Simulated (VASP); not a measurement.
# CdF2: relaxation of cell and atoms with PBE+D3(BJ)

CdF2:

```
CELL_PARAMETERS angstrom
0.00000 2.69400 2.69400
2.69400 0.00000 2.69400
2.69400 2.69400 0.00000
ATOMIC_POSITIONS crystal
Cd 0.00000 0.00000 0.00000
F 0.25000 0.25000 0.25000
F 0.75000 0.75000 0.75000
```

| Quantity | Value |
| --- | --- |
| Program | VASP 6.6.1 |
| Task | relaxation of cell and atoms |
| Functional | PBE |
| Dispersion | D3(BJ) |
| Potentials or basis | VASP PAW PBE potentials, release 64 (Cd, F) |
| Cutoff | 600 eV |
| k mesh | 10 × 10 × 10 |
| Occupations | gaussian, width 0.03 eV |
| Spin | no spin polarisation |
| Further INCAR settings | ALGO = Normal; EDIFF = 1e-06; IBRION = 2; EDIFFG = -0.01; NSW = 90; ISIF = 3 |

- Relaxed volume: 13.52 Å³/atom
- Relaxed cell: a = 3.856 Å, b = 3.856 Å, c = 3.856 Å, α = 60.00°, β = 60.00°, γ = 60.00°
- Space group after relaxing (to 0.05 Å): Fm-3m (No. 225)
- Energy gained by relaxing: 5.7 meV/atom
- Ionic steps: 3
- Pressure after relaxing: 0.0 GPa
- Band gap on the k mesh: 2.95 eV, indirect (least direct gap 3.48 eV)
- Dispersion energy per atom: -0.161 eV

The path:
| step | energy change (eV) | largest force (eV/Å) | pressure (GPa) | volume (Å³) |
| --- | --- | --- | --- | --- |
| 1 | 0.0000 | 0.0000 | 3.95 | 39.10 |
| 2 | -0.0160 | 0.0000 | -0.94 | 40.95 |
| 3 | -0.0172 | 0.0000 | 0.01 | 40.55 |

Final structure:
```yaml
crystal:
  lattice:
    - [0.00000, 2.72680, 2.72680]
    - [2.72680, 0.00000, 2.72680]
    - [2.72680, 2.72680, 0.00000]
  atoms:
    - { symbol: Cd, position: [0.00000, 0.00000, 0.00000] }
    - { symbol: F, position: [0.25000, 0.25000, 0.25000] }
    - { symbol: F, position: [0.75000, 0.75000, 0.75000] }
```

Levels at points of the mesh, in eV from the valence-band top:
```csv
k point,band 10,band 11,band 12,band 13,band 14,band 15,band 16,band 17
"(0.00, 0.00, 0.00)",-0.88,-0.54,-0.54,-0.54,2.95,12.54,12.54,12.54
"(0.50, 0.00, 0.00)",-1.70,-1.70,-0.41,-0.41,6.91,9.04,14.19,14.19
"(0.50, 0.50, 0.00)",-2.76,-0.42,-0.08,-0.08,7.71,9.46,11.85,13.97
```

Wall time 47 s on 1 thread of Intel(R) Xeon(R) 6975P-C (Granite Rapids) (shared host), peak memory 0.2 GiB.

A k mesh can miss the band edges. Zero-point motion and thermal expansion aren't in these numbers.
